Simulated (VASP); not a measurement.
Write the native input for VASP 6.6.1 that does the following.

```yaml
Task: work function
Functional: PBE
Potentials_or_basis: VASP PAW PBE potentials, release 64 (Ga_d)
Cutoff: 520 eV
k_mesh: 7 × 7 × 1
Occupations: fermi-dirac, width 0.05 eV
Spin: no spin polarisation
Dipole_correction: yes
Further_INCAR_settings: PREC = Normal; ALGO = Fast; EDIFF = 1e-06; EFIELD = -0.3
```

The structure of Ga lies in POSCAR:

```
Ga
1.0
    4.3304700000      0.0000000000      0.0000000000
   -2.1652300000      3.7503000000      0.0000000000
    0.0000000000      0.0000000000     23.8000000000
Ga
2
Direct
    0.3333300000      0.6666700000      0.2941200000
    0.6666700000      0.3333300000      0.2941200000
```

The cell was built by a generator and needn't be a form met in nature.

The input as run:

INCAR

```
  ALGO = Fast
  DIPOL = 0.5 0.5 0.294
  EDIFF = 1E-6
  EFIELD = -0.3
  ENCUT = 520
  GGA = PE
  IDIPOL = 3
  ISIF = 2
  ISMEAR = -1
  LASPH = True
  LCHARG = False
  LDIPOL = True
  LREAL = False
  LVACPOTAV = True
  LVHAR = True
  LWAVE = False
  NELM = 100
  PREC = Normal
  SIGMA = 0.05
```

KPOINTS

```
k-points
0
Gamma
  7 7 1
```

Potentials or basis: VASP PAW PBE potentials, release 64 (Ga_d).

Run with:

```bash
$ cat potpaw_PBE.64/Ga_d/POTCAR > POTCAR
$ mpirun -np 1 vasp_std > vasp.out
```

Results of the run:

```json
{
 "Band gap on the k mesh": "none (metal or under the smearing width)"
}
```

Run time: 33 s on 1 thread of Intel(R) Xeon(R) 6975P-C (Granite Rapids), on a shared host, peak memory 0.31 GiB.
